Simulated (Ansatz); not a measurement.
Crystal: Ga.

```
CELL_PARAMETERS angstrom
2.77842 0.00000 0.00000
0.00000 3.28161 0.00000
-1.34343 0.00000 3.99027
ATOMIC_POSITIONS crystal
Ga 0.13460 0.75000 0.77017
Ga 0.86540 0.25000 0.22983
```

This isn't the form of Ga at room conditions, which is orthorhombic.

| Quantity | Value |
| --- | --- |
| Program | Ansatz 0.2.0 |
| Task | relaxation of cell and atoms |
| Functional | RPBE |
| Potentials or basis | Ansatz PAW |
| Cutoff | 420 eV (not typed: the program's choice for these potentials) |
| k mesh | 10 × 8 × 7 |
| Occupations | fermi-dirac, width 0.05 eV |
| Spin | no spin polarisation |

At the start: volume 18.19 Å³/atom.

Question: Where does the relaxation end?

Answer: It ends after 6 steps and the volume is 19.95 Å³/atom (+9.7 %); space group P2_1/m (No. 11, to 0.05 Å).

The path:
| step | energy change (eV) | largest force (eV/Å) | volume (Å³) |
| --- | --- | --- | --- |
| 1 | 0.0000 | 0.0917 | 36.38 |
| 2 | -0.0536 | 0.0383 | 39.53 |
| 3 | -0.0575 | 0.0148 | 39.87 |
| 4 | -0.0577 | 0.0061 | 39.91 |
| 5 | -0.0578 | 0.0039 | 39.91 |
| 6 | -0.0590 | 0.0039 | 39.91 |

Final structure:
```
Ga
1.0
     2.88864    0.00000   -0.03949
     0.00000    3.30544    0.00000
    -1.45344    0.00000    4.19923
Ga
2
Direct
  0.12341 0.75000 0.76833
  0.87659 0.25000 0.23167
```

Caveat: the plane-wave basis is chosen anew once the cell has moved, so the energies of steps on either side of that aren't comparable; the PAW data sets come from PBE, with cores solved anew for the run's functional, which leaves a small shift of forces and pressure.
